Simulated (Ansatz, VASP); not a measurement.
# LaSb2Au: VASP beside Ansatz

Wanted: the spread between two codes on one cell, functional and k mesh.

Method: plane waves, with VASP 6.6.1 beside it; relaxation of cell and atoms at r2SCAN with D4, in Ansatz 0.2.0.

### Step 1. Starting point

The structure is tetragonal, space group P4/nmm (No. 129). The conventional cell has a = 4.436 Å, b = 4.436 Å, c = 10.432 Å, α = 90.00°, β = 90.00°, γ = 90.00°. La has 8 Sb at 3.24 to 3.45 Å and 4 Au at 3.40 Å nearest. Nearest to Sb lie 4 Au at 2.84 Å and 4 La at 3.24 Å. Sb has 4 Sb at 3.14 Å and 4 La at 3.45 Å nearest. Nearest to Au lie 4 Sb at 2.84 Å and 4 Au at 3.14 Å and 4 La at 3.40 Å. Farther neighbours are not listed.

Structure file:

```cif
data_structure
_symmetry_space_group_name_H-M 'P4/nmm:1'
_symmetry_Int_Tables_number 129
_cell_length_a 4.4360
_cell_length_b 4.4360
_cell_length_c 10.4320
_cell_angle_alpha 90.000
_cell_angle_beta 90.000
_cell_angle_gamma 90.000
_cell_volume 205.28
loop_
_atom_site_label
_atom_site_type_symbol
_atom_site_symmetry_multiplicity
_atom_site_Wyckoff_symbol
_atom_site_fract_x
_atom_site_fract_y
_atom_site_fract_z
_atom_site_occupancy
La1 La 2 c 0.50000 0.00000 0.75315 1
Sb1 Sb 2 c 0.50000 0.00000 0.16940 1
Sb2 Sb 2 b 0.00000 0.00000 0.50000 1
Au1 Au 2 a 0.00000 0.00000 0.00000 1
```

### Step 2. Ansatz: relaxation of cell and atoms, r2SCAN with D4

Ansatz runs on its default PAW (the set named soft_2) files.

The relaxed volume is the usual yardstick between codes: its relative difference is about their pressure difference at one cell divided by the bulk modulus.

Input file input.yaml:

```yaml
crystal:
  lattice:
    - [4.436, 0.0, 0.0]
    - [0.0, 4.436, 0.0]
    - [0.0, 0.0, 10.432]
  atoms:
    - { symbol: La, position: [0.5, 0.0, 0.75315] }
    - { symbol: La, position: [0.0, 0.5, 0.24685] }
    - { symbol: Sb, position: [0.5, 0.0, 0.1694] }
    - { symbol: Sb, position: [0.0, 0.5, 0.8306] }
    - { symbol: Sb, position: [0.0, 0.0, 0.5] }
    - { symbol: Sb, position: [0.5, 0.5, 0.5] }
    - { symbol: Au, position: [0.0, 0.0, 0.0] }
    - { symbol: Au, position: [0.5, 0.5, 0.0] }
hamiltonian:
  xc: r2scan
  pseudopotentials: { kind: paw }
  dispersion: d4
kpoints:
  mp_grid: { grid: [5, 5, 2] }
scf:
  occupations: { method: fermi_dirac, width: 0.05 }
relax:
  f_tol: 0.01
  max_steps: 60
  cell: { stress_tol: 0.05 }
output:
  forces: true
  stress: true
```

The run is started by

```console
ansatz run input.yaml --threads 4 --pin off --max-ram 9216MiB --backend cpu --events-out ev --progress --plain --runs-dir out
```

Numbers of over 12 decimals in the logs are rounded to 6 here.

What it wrote:

```text
Engine: ansatz 0.2.0, aarch64-unknown-linux-gnu
Pseudopotentials: kind: paw
Pseudopotential: La, paw, valence charge 11, recommended cutoff 500 eV (meta_gga), La.paw.azcp
Pseudopotential: Sb, paw, valence charge 15, recommended cutoff 500 eV (meta_gga), Sb.paw.azcp
Pseudopotential: Au, paw, valence charge 19, recommended cutoff 500 eV (meta_gga), Au.paw.azcp
Functional definition: r2SCAN
  parameter k0 = 0.174
  parameter k1 = 0.065
  parameter a1 = 4.9479
  exchange = r2scan_x(k0 = k0, k1 = k1, a1 = a1)
  correlation = r2scan_c
Crystal: 8 atoms, lattice volume = 205.282 Å³
Basis set: ecut = 500 eV, 5187 PW (Γ), exchange–correlation on 144×144×320 points (64 copies of the dense FFT grid, shifted against one another)
Bands: 72, of which v1, the nominal top of the filled ones, is band 60 counted from 1 (59 counted from 0)
Symmetry: 16 space group operations
Space group: P4/nmm (ITA 129), of the structure as read, at distance tolerance 5.9e-5 Å
k-points: 12 of 50
Non-local potential: La, projectors of the file, l = 0: 3, l = 1: 2, l = 2: 2, l = 3: 3
Non-local potential: Sb, projectors of the file, l = 0: 2, l = 1: 2, l = 2: 2, l = 3: 2
Non-local potential: Au, projectors of the file, l = 0: 3, l = 1: 2, l = 2: 2, l = 3: 1
PAW form: soft (Blöchl's): semilocal exchange-correlation on the pseudo side does not see the compensation charge
PAW frozen core: La, regenerated for the run's functional (the file was generated under x = pbe(κ = 0.804, μ = 0.219515), c = pbe(β = 0.066725))
PAW frozen core: Sb, regenerated for the run's functional (the file was generated under x = pbe(κ = 0.804, μ = 0.219515), c = pbe(β = 0.066725))
PAW frozen core: Au, regenerated for the run's functional (the file was generated under x = pbe(κ = 0.804, μ = 0.219515), c = pbe(β = 0.066725))
PAW one-centre angular grid: La, 974 points (default); XC on 160 Gauss nodes
PAW one-centre angular grid: Sb, 590 points (default); XC on 160 Gauss nodes
PAW one-centre angular grid: Au, 590 points (default); XC on 160 Gauss nodes
Initial density: superposition of atomic densities (neutral atoms: chi_scale 0, normalization atom), corrected by the library's trained network
Initial wavefunctions: pseudopotential atomic-orbital guess
Functional: x = r2scan, c = r2scan; τ floored in thin density (d = 2e-4 eV/Å³)
SCF iter   1: F=—  HF=-64860.917882 eV  |F-HF|=—  |Δ(HF+E_count)|=         —  Δρ=9.63e-3  dr2=4.00e-1  dr2_τ=2.59e-2  ethr=1.77e-3  ⟨swp⟩=7.5  Hψ=3346  notcnv=0  defer=4
preconditioner: auto → Kerker (q_TF=auto, 2.495 Å⁻¹)  [metal: Δε(μ)=0.077 eV  Ē_g=9.607 eV  σ=0.050 eV  W_gap=0.36  n_scr=56 (ndim 8)  ℏωp=20.1 eV  f_vac=0.000  D(μ)=4.02/eV (n_scr^D=26)]
SCF iter   2: F=—  HF=-64861.042485 eV  |F-HF|=—  |Δ(HF+E_count)|=   1.25e-1  Δρ=4.89e-3  dr2=1.47e-1  dr2_τ=3.81e-3  ethr=3.33e-4  ⟨swp⟩=3.7  Hψ=1513  notcnv=0  defer=72
SCF iter   3: F=—  HF=-64861.024729 eV  |F-HF|=—  |Δ(HF+E_count)|=   1.78e-2  Δρ=1.27e-3  dr2=1.73e-2  dr2_τ=5.70e-4  ethr=1.23e-4  ⟨swp⟩=4.8  Hψ=1371  notcnv=0  defer=72
SCF iter   4: F=—  HF=-64861.023798 eV  |F-HF|=—  |Δ(HF+E_count)|=   9.31e-4  Δρ=4.43e-4  dr2=2.85e-3  dr2_τ=4.20e-5  ethr=1.44e-5  ⟨swp⟩=3.0  Hψ=1482  notcnv=0  defer=72
SCF iter   5: F=—  HF=-64861.023794 eV  |F-HF|=—  |Δ(HF+E_count)|=   4.00e-6  Δρ=1.83e-4  dr2=3.69e-4  dr2_τ=9.86e-6  ethr=2.38e-6  ⟨swp⟩=2.2  Hψ=1261  notcnv=0  defer=68
SCF iter   6: F=—  HF=-64861.023790 eV  |F-HF|=—  |Δ(HF+E_count)|=   3.84e-6  Δρ=7.91e-5  dr2=4.86e-5  dr2_τ=8.51e-7  ethr=3.07e-7  ⟨swp⟩=2.0  Hψ=1390  notcnv=0  defer=68
SCF iter   7: F=—  HF=-64861.023804 eV  |F-HF|=—  |Δ(HF+E_count)|=   1.43e-5  Δρ=3.11e-5  dr2=7.31e-6  dr2_τ=7.71e-8  ethr=4.05e-8  ⟨swp⟩=2.0  Hψ=957  notcnv=0  defer=68
SCF iter   8: F=—  HF=-64861.023805 eV  |F-HF|=—  |Δ(HF+E_count)|=   3.32e-7  Δρ=8.70e-6  dr2=2.87e-7  dr2_τ=7.13e-9  ethr=6.09e-9  ⟨swp⟩=2.0  Hψ=1209  notcnv=0  defer=68
SCF iter   9: F=-64861.023805 eV  HF=-64861.023805 eV  |F-HF|=2.77e-8  |Δ(HF+E_count)|=   1.62e-8  Δρ=4.20e-6  dr2=7.35e-8  dr2_τ=1.68e-9  ethr=8.33e-11  ⟨swp⟩=5.2  Hψ=3599  notcnv=0
SCF 1 converged in 9 iterations: F = -64861.023805 eV  dr2 = 7.35e-8
  greatest PAW one-centre occupation: 1.003 electrons in one spin orbital (limit 2), on the Au atom at site 7 (counted from 0), in its partial waves of l = 0
relax step   1: F+E_penalty+E_count = -64861.02380477 eV  Δ(F+E_penalty+E_count) = +0.000e0 eV  max|allowed force component| = 5.493e-1 eV/Å  Δτ_max = 0.0000 Å  P = +1.897 GPa  Ω = 205.282 Å³  (9 SCF iters, dr2 threshold 1.00e-7 eV, accepted)
[...]
relax step   2: F+E_penalty+E_count = -64861.02673147 eV  Δ(F+E_penalty+E_count) = -2.927e-3 eV  max|allowed force component| = 3.822e-1 eV/Å  Δτ_max = 0.1442 Å  P = -2.093 GPa  Ω = 214.898 Å³  energy of the carried Pulay correction = -1.741e-3 eV  (9 SCF iters, dr2 threshold 8.00e-7 eV, accepted)
[...]
relax step   3: F+E_penalty+E_count = -64861.09238531 eV  Δ(F+E_penalty+E_count) = -6.565e-2 eV  max|allowed force component| = 2.714e-2 eV/Å  Δτ_max = 0.0588 Å  P = -0.226 GPa  Ω = 209.983 Å³  energy of the carried Pulay correction = -8.610e-4 eV  (8 SCF iters, dr2 threshold 8.00e-7 eV, accepted)
[...]
relax step   4: F+E_penalty+E_count = -64861.09336490 eV  Δ(F+E_penalty+E_count) = -9.796e-4 eV  max|allowed force component| = 7.769e-3 eV/Å  Δτ_max = 0.0027 Å  P = +0.015 GPa  Ω = 209.427 Å³  energy of the carried Pulay correction = -7.602e-4 eV  (6 SCF iters, dr2 threshold 2.18e-7 eV, accepted)
[...]
relax step   5: F+E_penalty+E_count = -64861.09358732 eV  Δ(F+E_penalty+E_count) = -2.224e-4 eV  max|allowed force component| = 3.692e-3 eV/Å  Δτ_max = 0.0028 Å  P = +0.037 GPa  Ω = 209.442 Å³  energy of the carried Pulay correction = -7.629e-4 eV  (6 SCF iters, dr2 threshold 2.12e-8 eV, accepted)
[...]
relax step   6: F+E_penalty+E_count = -64861.09361654 eV  Δ(F+E_penalty+E_count) = -2.922e-5 eV  max|allowed force component| = 2.010e-3 eV/Å  Δτ_max = 0.0013 Å  P = +0.010 GPa  Ω = 209.540 Å³  energy of the carried Pulay correction = -7.806e-4 eV  (6 SCF iters, dr2 threshold 1.20e-8 eV, accepted)
[...]
relax step   7: F+E_penalty+E_count = -64861.09442929 eV  Δ(F+E_penalty+E_count) = -8.127e-4 eV  max|allowed force component| = 2.041e-3 eV/Å  Δτ_max = 0.0000 Å  P = +0.013 GPa  Ω = 209.540 Å³  stress off target by 1.58e-2 GPa  SCF on the basis re-selected at this cell (its energy is not comparable with the rows above)  (7 SCF iters)
basis re-selected at this cell: Δ(F+E_penalty+E_count) = -8.127e-4 eV, ΔP = +0.003 GPa vs the last step (what re-selecting the basis moved, of the pressure what is left beyond the Pulay correction that the steps carried, after the strain that the cell walked since its last selection, with what the two solves' SCF thresholds leave and, on support functions, any second-order correction that the steps lacked; it is no m [...]
SCF converged after 7 iterations
Free energy (F): -64861.094429 eV
Harris-Foulkes:  -64861.094429 eV  (|F-HF|=0.00e0)
Internal energy: -64861.064853 eV  (E = F + TS)
E sigma→0 (E₀):  -64861.079641 eV
Entropy (-TS):   -0.029576 eV (-3.697 meV/atom)
Fermi energy:    12.917036 eV
--- Per-component energies (eV) ---
  E_band       = -1313.082528
  E_kinetic    = 2423.364955
  E_local      = -13639.911004  (includes V_loc(G=0)·N_el)
  E_nonlocal   = 1793.996137
  E_hartree    = 6142.301736
  E_xc         = -1212.772343
  E_vxc        = -1349.851661  (∫ρ·V_xc dr)
  E_paw        = -48749.978072  (= ΣΔE_a)
  E_vpaw       = -2911.577326  (= ΣTr[D̂ρ^β])
  E_aug_tail   = 0.001456  (compensation charges beyond the density's cutoff)
  E_vtau       = 86.291457  (kinetic-family band-sum trace: ∫τ·v_τ [+ j·A + Jᵃ·Aᵃ] dr)
  E_ewald      = -11618.519061
  E_disp       = -1.357182  (pairwise vdW)
  E_core_change = 1.808525  (= ΣΔE_core)
  E_smearing   = -0.029576  (= −TS)
  E_closure    = -0.000000  (closes the sum)
  Σ components = -64861.094429   (vs F -64861.094429, Δ=0.00e0)
--- Forces (eV/Å), atoms counted from 1 ---
  atom   1  La     0.00000000     0.00000000     0.00082215
  atom   2  La     0.00000000     0.00000000    -0.00082215
  atom   3  Sb     0.00000000     0.00000000     0.00204135
  atom   4  Sb     0.00000000     0.00000000    -0.00204135
  atom   5  Sb     0.00000000     0.00000000    -0.00000000
  atom   6  Sb     0.00000000     0.00000000     0.00000000
  atom   7  Au     0.00000000     0.00000000     0.00000000
  atom   8  Au     0.00000000     0.00000000     0.00000000
  max |Σ_I F_I| component: 0.00e0 eV/Å
--- Stress (GPa, compression-positive) ---
        0.010887       0.000000       0.000000
        0.000000       0.010887       0.000000
        0.000000       0.000000       0.015822
  P = ⅓ Tr σ = 0.0125 GPa (0.125 kbar)
--- Relaxed structure (6 steps of the walk, 6 accepted, 1 SCFs on fresh bases) ---
  F+E_penalty+E_count = -64861.09442929 eV   max|allowed force component| = 2.041e-3 eV/Å   (the final SCF, on the basis selected at the relaxed cell)
  cell:  # Å, volume = 209.5398 Å³
    - [4.451402, 0, 0.0]
    - [0, 4.451402, 0.0]
    - [0.0, 0.0, 10.574817]
  atoms:
    - { symbol: La, position: [0.5, 0, 0.744564] }
    - { symbol: La, position: [0, 0.5, 0.255436] }
    - { symbol: Sb, position: [0.5, 0, 0.168440] }
    - { symbol: Sb, position: [0, 0.5, 0.831560] }
    - { symbol: Sb, position: [0, 0, 0.5] }
    - { symbol: Sb, position: [0.5, 0.5, 0.5] }
    - { symbol: Au, position: [0, 0, 1.0652868355038761e-19] }
    - { symbol: Au, position: [0.5, 0.5, 1.0652868355038739e-19] }
```

Run time: 83 s. Hardware: 4 threads of Arm Neoverse N1, shared host; peak memory 1.2 GiB; 5.1 min of CPU time.

(Continued in part 2 of 2.)

[Lines on the potential files, build, host, timing and source positions are cut from VASP's logs without a mark.]

[Logs are printed without paths, hosts, clocks, repeated set-up lines and the standing remarks that a program may print on its own settings, such as how far it seeks lower states.]

[Hosts, paths, dates, database ids (printed as entryN), source tags and the programs' standing remarks are cut or masked in the printed files.]
